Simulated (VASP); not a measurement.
# ZnS (Wurtzite-6H) (P6_3mc) in VASP: a series of runs

Aim: see how the results for ZnS (Wurtzite-6H) move with the level of theory and the settings. Levels: PBEsol+rVV10, RPBE+D3. Tasks: relaxation of cell and atoms.

Program: VASP 6.6.1. These are calculated values, not measurements. Logs are shortened: lines on timing, memory, paths and dates and some standing lists are left out, and cuts for length are marked.

## 1. The structure

Symmetry: P6_3mc, No. 186, hexagonal system. Conventional cell: a = 3.812 Å, b = 3.812 Å, c = 18.690 Å, α = 90.00°, β = 90.00°, γ = 120.00°. Around Zn (site symmetry 3m) lie 4 S at 2.33 to 2.34 Å. Zn (site symmetry 3m) is surrounded by 4 S at 2.33 to 2.34 Å. Zn (site symmetry 3m) is surrounded by 4 S at 2.33 to 2.34 Å. S (site symmetry 3m) is surrounded by 4 Zn at 2.33 to 2.34 Å. S (site symmetry 3m) is surrounded by 4 Zn at 2.33 to 2.34 Å. S (site symmetry 3m) is surrounded by 4 Zn at 2.33 to 2.34 Å.

## 2. Relaxation of cell and atoms, PBEsol+rVV10

Input file INCAR:

```
SYSTEM = ZnS
PREC = Accurate
ENCUT = 600
EDIFF = 1E-6
ISMEAR = -1
SIGMA = 0.05
LREAL = .False.
LASPH = .True.
NELM = 80
ALGO = Fast
ISIF = 3
LWAVE = .False.
LCHARG = .False.
GGA = PS
LUSE_VDW = .True.
IVDW_NL = 2
BPARAM = 20.0
CPARAM = 0.0093
IBRION = 2
NSW = 40
EDIFFG = -0.005
```

Input file KPOINTS:

```
regular mesh
0
Gamma
  8 8 2
  0 0 0
```

Input file POSCAR:

```
ZnS
1.0
    3.8120000000      0.0000000000      0.0000000000
   -1.9060000000      3.3012888392      0.0000000000
    0.0000000000      0.0000000000     18.6899900000
Zn S
6 6
Direct
    0.3333333333      0.6666666667      0.8333300000
    0.6666666667      0.3333333333      0.3333300000
    0.6666666667      0.3333333333      0.6666700000
    0.3333333333      0.6666666667      0.1666700000
    0.0000000000      0.0000000000      0.5000000000
    0.0000000000      0.0000000000      0.0000000000
    0.3333333333      0.6666666667      0.9583300000
    0.6666666667      0.3333333333      0.4583300000
    0.6666666667      0.3333333333      0.7916700000
    0.3333333333      0.6666666667      0.2916700000
    0.0000000000      0.0000000000      0.6250000000
    0.0000000000      0.0000000000      0.1250000000
```

Potentials or basis: VASP PAW PBE potentials, release 64 (Zn, S).

Launch:

```bash
> cat potpaw_PBE.64/Zn/POTCAR potpaw_PBE.64/S/POTCAR > POTCAR
> mpirun -np 1 vasp_std > vasp.out
```

OUTCAR:

```text
SYSTEM = ZnS
   PREC = Accurate
   ENCUT = 600
   EDIFF = 1E-6
   ISMEAR = -1
   LREAL = .False.
   LASPH = .True.
   NELM = 80
   ISIF = 3
   GGA = PS
   IVDW_NL = 2
   BPARAM = 20.0
   IBRION = 2
   NSW = 40
   EDIFFG = -0.005

 ion  position               nearest neighbor table
   1  0.333  0.667  0.833-   9 2.33   9 2.33   9 2.33   7 2.34
   2  0.667  0.333  0.333-  10 2.33  10 2.33  10 2.33   8 2.34
   3  0.667  0.333  0.667-  11 2.33  11 2.33  11 2.33   9 2.34
   4  0.333  0.667  0.167-  12 2.33  12 2.33  12 2.33  10 2.34
   5  0.000  0.000  0.500-   8 2.33   8 2.33   8 2.33  11 2.34
   6  0.000  0.000  0.000-   7 2.33   7 2.33   7 2.33  12 2.34
   7  0.333  0.667  0.958-   6 2.33   6 2.33   6 2.33   1 2.34
   8  0.667  0.333  0.458-   5 2.33   5 2.33   5 2.33   2 2.34
   9  0.667  0.333  0.792-   1 2.33   1 2.33   1 2.33   3 2.34
  10  0.333  0.667  0.292-   2 2.33   2 2.33   2 2.33   4 2.34
  11  0.000  0.000  0.625-   3 2.33   3 2.33   3 2.33   5 2.34
  12  0.000  0.000  0.125-   4 2.33   4 2.33   4 2.33   6 2.34

  LATTYP: Found a hexagonal cell.
 ALAT       =     3.8120000000
 C/A-ratio  =     4.9029354669

  Lattice vectors:

 A1 = (   3.8120000000,   0.0000000000,   0.0000000000)
 A2 = (  -1.9060000000,   3.3012888392,   0.0000000000)
 A3 = (   0.0000000000,   0.0000000000,  18.6899900000)

Analysis of symmetry for initial positions (statically):
=====================================================================
 Subroutine PRICEL returns:
 Original cell was already a primitive cell.

 Routine SETGRP: Setting up the symmetry group for a
 hexagonal supercell.

 Subroutine GETGRP returns: Found 12 space group operations
 (whereof  6 operations were pure point group operations)
 out of a pool of 24 trial point group operations.

The static configuration has the point symmetry C_3v.
 The point group associated with its full space group is C_6v.

Analysis of symmetry for dynamics (positions and initial velocities):
=====================================================================
 Subroutine PRICEL returns:
 Original cell was already a primitive cell.

 Routine SETGRP: Setting up the symmetry group for a
 hexagonal supercell.

 Subroutine GETGRP returns: Found 12 space group operations
 (whereof  6 operations were pure point group operations)
 out of a pool of 24 trial point group operations.

The dynamic configuration has the point symmetry C_3v.
 The point group associated with its full space group is C_6v.

 Subroutine INISYM returns: Found 12 space group operations
 (whereof  6 operations are pure point group operations),
 and found     1 'primitive' translations

----------------------------------------------------------------------------------------

                                     Primitive cell

  volume of cell :     235.2044

  direct lattice vectors                    reciprocal lattice vectors
     3.812000000  0.000000000  0.000000000     0.262329486  0.151455999  0.000000000
    -1.906000000  3.301288839  0.000000000     0.000000000  0.302911999  0.000000000
     0.000000000  0.000000000 18.689990000     0.000000000  0.000000000  0.053504577

  length of vectors
     3.812000000  3.812000000 18.689990000     0.302911999  0.302911999  0.053504577

  position of ions in fractional coordinates (direct lattice)
     0.333333333  0.666666667  0.833330000
     0.666666667  0.333333333  0.333330000
     0.666666667  0.333333333  0.666670000
     0.333333333  0.666666667  0.166670000
     0.000000000  0.000000000  0.500000000
     0.000000000  0.000000000  0.000000000
     0.333333333  0.666666667  0.958330000
     0.666666667  0.333333333  0.458330000
     0.666666667  0.333333333  0.791670000
     0.333333333  0.666666667  0.291670000
     0.000000000  0.000000000  0.625000000
     0.000000000  0.000000000  0.125000000

  ion indices of the primitive-cell ions
   primitive index   ion index
                 1           1
                 2           2
                 3           3
                 4           4
                 5           5
                 6           6
                 7           7
                 8           8
                 9           9
                10          10
                11          11
                12          12

----------------------------------------------------------------------------------------

 KPOINTS: regular mesh

Automatic generation of k-mesh.
 Grid dimensions read from file:
 generate k-points for:    8    8    2

 Generating k-lattice:

  Cartesian coordinates                     Fractional coordinates (reciprocal lattice)
     0.032791186  0.018932000  0.000000000     0.125000000  0.000000000  0.000000000
     0.000000000  0.037864000  0.000000000     0.000000000  0.125000000  0.000000000
     0.000000000  0.000000000  0.026752288     0.000000000  0.000000000  0.500000000

  Length of vectors
     0.037864000  0.037864000  0.026752288

  Shift w.r.t. Gamma in fractional coordinates (k-lattice)
     0.000000000  0.000000000  0.000000000

 Subroutine IBZKPT returns following result:
 ===========================================

 Found     20 irreducible k-points:

 Following reciprocal coordinates:
            Coordinates               Weight
  0.000000  0.000000  0.000000      1.000000
  0.125000  0.000000  0.000000      6.000000
  0.250000  0.000000  0.000000      6.000000
  0.375000  0.000000  0.000000      6.000000
  0.500000  0.000000  0.000000      3.000000
  0.125000  0.125000  0.000000      6.000000
[... 12 lines left out ...]
  0.250000  0.250000  0.500000      6.000000
  0.375000  0.250000  0.500000      6.000000
   k-points           NKPTS =     20   k-points in BZ     NKDIM =     20   number of bands    NBANDS=     64
   number of dos      NEDOS =    301   number of ions     NIONS =     12
   total plane-waves  NPLWV = 135000
   dimension x,y,z NGX =    30 NGY =   30 NGZ =  150
   dimension x,y,z NGXF=    60 NGYF=   60 NGZF=  300
   ions per type =               6   6
   NGX,Y,Z   is equivalent  to a cutoff of  13.08, 13.08, 13.34 a.u.
   NGXF,Y,Z  is equivalent  to a cutoff of  26.17, 26.17, 26.68 a.u.
 SYSTEM =  ZnS
   PREC   = accura    normal or accurate (medium, high low for compatibility)
   ISTART =      0    job   : 0-new  1-cont  2-samecut
   ICHARG =      2    charge: 1-file 2-atom 10-const
   ISPIN  =      1    spin polarized calculation?
   LNONCOLLINEAR =      F non collinear calculations
   LSORBIT =      F    spin-orbit coupling
   LASPH  =      T    aspherical Exc in radial PAW
   ENCUT  =  600.0 eV  44.10 Ry    6.64 a.u.   7.61  7.61 37.33*2*pi/ulx,y,z
   NELM   =     80;   NELMIN=  2; NELMDL= -5     # of ELM steps
   EDIFF  = 0.1E-05   stopping-criterion for ELM
   LREAL  =      F    real-space projection
   EDIFFG = -.5E-02   stopping-criterion for IOM
   NSW    =     40    number of steps for IOM
   IBRION =      2    ionic relax: 0-MD 1-quasi-New 2-CG
   NFREE  =      1    steps in history (QN), initial steepest desc. (CG)
   ISIF   =      3    stress and relaxation
   ISYM   =      2    0-nonsym 1-usesym 2-fastsym
   POTIM  = 0.5000    time-step for ionic-motion
   TEBEG  =    0.0;   TEEND  =   0.0 temperature during run
   PSTRESS=    0.0 pullay stress
   NELECT =     108.0000    total number of electrons
   NUPDOWN=      -1.0000    fix difference up-down
   EMIN   =  10.00;   EMAX   =-10.00  energy-range for DOS
   EFERMI =   0.00;   METHOD = LEGACY
   ISMEAR =    -1;   SIGMA  =   0.05  broadening in eV -4-tet -1-fermi 0-gaus
   EFERMI_NEDOS =   21; number of points for ismear=-14 and -15
   IALGO  =     68    algorithm
   IMIX   =      4    mixing-type and parameters
     AMIX     =   0.40;   BMIX     =  1.00
     AMIX_MAG =   1.60;   BMIX_MAG =  1.00
  volume/ion in A,a.u.               =      19.60       132.27
  Fermi-wavevector in a.u.,A,eV,Ry     =   1.262993  2.386711 21.703349  1.595151
  Thomas-Fermi vector in A             =   2.396373
   LORBIT       =      0    0 simple, 1 ext, 2 COOP (PROOUT), +10 PAW based schemes
   GGA     = PS    functional components
   LHFCALC =     F    Hartree Fock is set to
   AEXX    =    0.0000 exact exchange contribution
   IVDW_NL    =     2    kernel type
   BPARAM     =20.0000
   IVDW    =     0    specifies the selected vdW correction
   LEPSILON=     F    determine dielectric tensor
   LRPA    =     F    only Hartree local field effects (RPA)
 conjugate gradient relaxation of ions
 non-spin polarized calculation
 RMM-DIIS sequential band-by-band and
  energy-cutoff  :      600.00
  volume of cell :      235.20
 maximum number of plane-waves:      7890
   NGX = 15   NGY = 15   NGZ = 75

--------------------------------------- Ionic step        1  -------------------------------------------

 number of electron     108.0000134 magnetization

 Free energy of the ion-electron system (eV)
  ---------------------------------------------------
  ext. energy  EPLUGINS =         0.00000000
  ---------------------------------------------------
  free energy    TOTEN  =       -44.08993803 eV

  energy without entropy =      -44.08993803  energy(sigma->0) =      -44.08993803

 E-fermi :   3.1206     XC(G=0):  -9.9075

 val. band max:        2.0749261991   @ k =   0.0000   0.0000   0.0000
 cond. band min:       4.0818617373   @ k =   0.0000   0.0000   0.0000
 fundamental gap:      2.0069355382
 Fermi energy:         3.1205838974

 k-point     1 :       0.0000    0.0000    0.0000
  band No.  band energies     occupation
      1     -11.1360      2.00000
      2     -10.9306      2.00000
      3     -10.9224      2.00000
      4     -10.4545      2.00000
      5     -10.4456      2.00000
      6     -10.1734      2.00000
[... 1602 lines left out ...]
  energy  without entropy=      -44.1190180698  energy(sigma->0) =      -44.11901807

--------------------------------------- Ionic step        7  -------------------------------------------

 number of electron     108.0000096 magnetization

 Free energy of the ion-electron system (eV)
  ---------------------------------------------------
  ext. energy  EPLUGINS =         0.00000000
  ---------------------------------------------------
  free energy    TOTEN  =       -44.11902593 eV

  energy without entropy =      -44.11902593  energy(sigma->0) =      -44.11902593

 E-fermi :   3.3141     XC(G=0): -10.0118

 val. band max:        2.2880753893   @ k =   0.0000   0.0000   0.0000
 cond. band min:       4.3909245592   @ k =   0.0000   0.0000   0.0000
 fundamental gap:      2.1028491698
 Fermi energy:         3.3140640363

 k-point     1 :       0.0000    0.0000    0.0000
  band No.  band energies     occupation
      1     -11.0866      2.00000
      2     -10.8741      2.00000
      3     -10.8643      2.00000
      4     -10.3784      2.00000
      5     -10.3678      2.00000
      6     -10.0833      2.00000
[... 1368 lines left out ...]
  FREE ENERGIE OF THE ION-ELECTRON SYSTEM (eV)
  ---------------------------------------------------
  free  energy   TOTEN  =       -44.1190259287 eV

  energy  without entropy=      -44.1190259286  energy(sigma->0) =      -44.11902593

 reached required accuracy - stopping structural energy minimisation
```

Wall time 29 min (1 thread of Intel Xeon 6975P-C (Granite Rapids), shared host); peak memory 1 GiB.

What came out:

```yaml
Free_energy: -44.1190 eV
Relaxed_volume: 19.17 Å³/atom
Relaxed_cell: a = 3.783 Å, b = 3.783 Å, c = 18.565 Å, α = 90.00°, β = 90.00°, γ = 120.00°
Space_group_after_relaxing_to_0.05_Å: P6_3mc (No. 186)
Energy_gained_by_relaxing: 2.4 meV/atom
Ionic_steps: 7
Pressure_after_relaxing: 0.0 GPa
Band_gap_on_the_k_mesh: 2.10 eV, direct
```

The path:
| step | energy change (eV) | largest force (eV/Å) | pressure (GPa) | volume (Å³) |
| --- | --- | --- | --- | --- |
| 1 | 0.0000 | 0.0284 | -1.19 | 235.20 |
| 2 | -0.0289 | 0.0181 | -0.18 | 230.29 |
| 3 | -0.0290 | 0.0173 | -0.05 | 229.95 |
| 4 | -0.0290 | 0.0171 | 0.01 | 229.83 |
| 5 | -0.0290 | 0.0095 | 0.02 | 229.83 |
| 6 | -0.0291 | 0.0055 | 0.04 | 229.84 |
| 7 | -0.0291 | 0.0017 | -0.01 | 230.03 |

Final structure:
```yaml
crystal:
  lattice:
    - [3.78251, 0.00000, 0.00000]
    - [-1.89125, 3.27575, 0.00000]
    - [0.00000, 0.00000, 18.56524]
  atoms:
    - { symbol: Zn, position: [0.33333, 0.66667, 0.83328] }
    - { symbol: Zn, position: [0.66667, 0.33333, 0.33328] }
    - { symbol: Zn, position: [0.66667, 0.33333, 0.66685] }
    - { symbol: Zn, position: [0.33333, 0.66667, 0.16685] }
    - { symbol: Zn, position: [0.00000, 0.00000, 0.50003] }
    - { symbol: Zn, position: [0.00000, 0.00000, 0.00003] }
    - { symbol: S, position: [0.33333, 0.66667, 0.95810] }
    - { symbol: S, position: [0.66667, 0.33333, 0.45810] }
    - { symbol: S, position: [0.66667, 0.33333, 0.79163] }
    - { symbol: S, position: [0.33333, 0.66667, 0.29163] }
    - { symbol: S, position: [0.00000, 0.00000, 0.62511] }
    - { symbol: S, position: [0.00000, 0.00000, 0.12511] }
```

Levels at points of the mesh, in eV from the valence-band top:
```csv
k point,band 50,band 51,band 52,band 53,band 54,band 55,band 56,band 57,band 58,band 59
"(0.00, 0.00, 0.00)",-0.25,-0.25,-0.03,0.00,0.00,2.10,3.15,3.21,3.26,3.33
"(0.50, 0.00, 0.00)",-1.58,-1.34,-1.33,-1.17,-0.92,3.29,3.38,3.43,3.73,3.87
"(0.00, 0.00, 0.50)",-0.50,-0.07,-0.07,-0.07,-0.07,2.60,2.60,3.20,3.20,3.47
"(0.50, 0.00, 0.50)",-1.70,-1.29,-1.29,-1.04,-1.04,3.19,3.19,3.71,3.71,3.99
```

Caveat: the PAW data sets were made with another functional, which shifts forces and pressure a little. A k mesh can miss the band edges.

## 3. Relaxation of cell and atoms, RPBE+D3

Input file INCAR:

```
SYSTEM = ZnS
PREC     = Accurate       ! precision mode
ENCUT    = 600            ! plane-wave cutoff, eV
EDIFF    = 1E-6           ! SCF threshold, eV
ISMEAR   = -1             ! smearing method
SIGMA    = 0.05           ! smearing width, eV
LREAL    = .False.        ! projectors in reciprocal space
LASPH    = .True.         ! aspherical terms in the spheres
NELM     = 100            ! most SCF steps
ALGO     = Normal         ! electronic algorithm
ISIF     = 3              ! what is computed and relaxed
LWAVE    = .False.        ! write WAVECAR
LCHARG   = .False.        ! write CHGCAR
GGA      = RP             ! functional
IVDW     = 11             ! dispersion correction
IBRION   = 2              ! ionic algorithm
NSW      = 60             ! ionic steps
EDIFFG   = -0.01          ! ionic threshold
```

KPOINTS is that of step 2.

POSCAR is that of step 2.

Potentials or basis: VASP PAW PBE potentials, release 64 (Zn, S).

Launch:

```bash
> cat potpaw_PBE.64/Zn/POTCAR potpaw_PBE.64/S/POTCAR > POTCAR
> mpirun -np 1 vasp_std > vasp.out
```

Run time: 15 min. Hardware: 1 thread of Intel Xeon 6975P-C (Granite Rapids), shared host; peak memory 0.53 GiB.

Results (log left out):

```yaml
Free_energy: -41.8184 eV
Relaxed_volume: 19.63 Å³/atom
Relaxed_cell: a = 3.814 Å, b = 3.814 Å, c = 18.699 Å, α = 90.00°, β = 90.00°, γ = 120.00°
Space_group_after_relaxing_to_0.05_Å: P6_3mc (No. 186)
Energy_gained_by_relaxing: 0.0 meV/atom
Ionic_steps: 4
Pressure_after_relaxing: -0.1 GPa
Largest_force_after_relaxing: 0.010 eV/Å
Band_gap_on_the_k_mesh: 2.33 eV, direct
Dispersion_energy_per_atom: -0.402 eV
```

Forces in eV/Å, atoms in the order of the input:
```
Zn   0.000  0.000 -0.006
Zn   0.000  0.000 -0.006
Zn   0.000  0.000  0.005
Zn   0.000  0.000  0.005
Zn   0.000  0.000  0.002
Zn   0.000  0.000  0.002
S    0.000  0.000 -0.009
S    0.000  0.000 -0.009
S    0.000  0.000 -0.001
S    0.000  0.000 -0.001
S    0.000  0.000  0.010
S    0.000  0.000  0.010
```

Final structure:
```yaml
crystal:
  lattice:
    - [3.81410, 0.00000, 0.00000]
    - [-1.90705, 3.30310, 0.00000]
    - [0.00000, 0.00000, 18.69918]
  atoms:
    - { symbol: Zn, position: [0.33333, 0.66667, 0.83334] }
    - { symbol: Zn, position: [0.66667, 0.33333, 0.33334] }
    - { symbol: Zn, position: [0.66667, 0.33333, 0.66668] }
    - { symbol: Zn, position: [0.33333, 0.66667, 0.16668] }
    - { symbol: Zn, position: [0.00000, 0.00000, 0.50000] }
    - { symbol: Zn, position: [0.00000, 0.00000, 0.00000] }
    - { symbol: S, position: [0.33333, 0.66667, 0.95827] }
    - { symbol: S, position: [0.66667, 0.33333, 0.45827] }
    - { symbol: S, position: [0.66667, 0.33333, 0.79165] }
    - { symbol: S, position: [0.33333, 0.66667, 0.29165] }
    - { symbol: S, position: [0.00000, 0.00000, 0.62506] }
    - { symbol: S, position: [0.00000, 0.00000, 0.12506] }
```

Levels at points of the mesh, in eV from the valence-band top:
```tsv
k point	band 50	band 51	band 52	band 53	band 54	band 55	band 56	band 57	band 58	band 59
(0.00, 0.00, 0.00)	-0.24	-0.24	-0.02	0.00	0.00	2.33	3.33	3.39	3.46	3.50
(0.50, 0.00, 0.00)	-1.48	-1.26	-1.25	-1.08	-0.87	3.56	3.70	3.74	4.00	4.16
(0.00, 0.00, 0.50)	-0.47	-0.07	-0.07	-0.07	-0.07	2.79	2.79	3.39	3.39	3.66
(0.50, 0.00, 0.50)	-1.60	-1.20	-1.20	-0.98	-0.98	3.50	3.50	3.97	3.97	4.27
```

Caveat: the PAW data sets were made with another functional, which shifts forces and pressure a little.
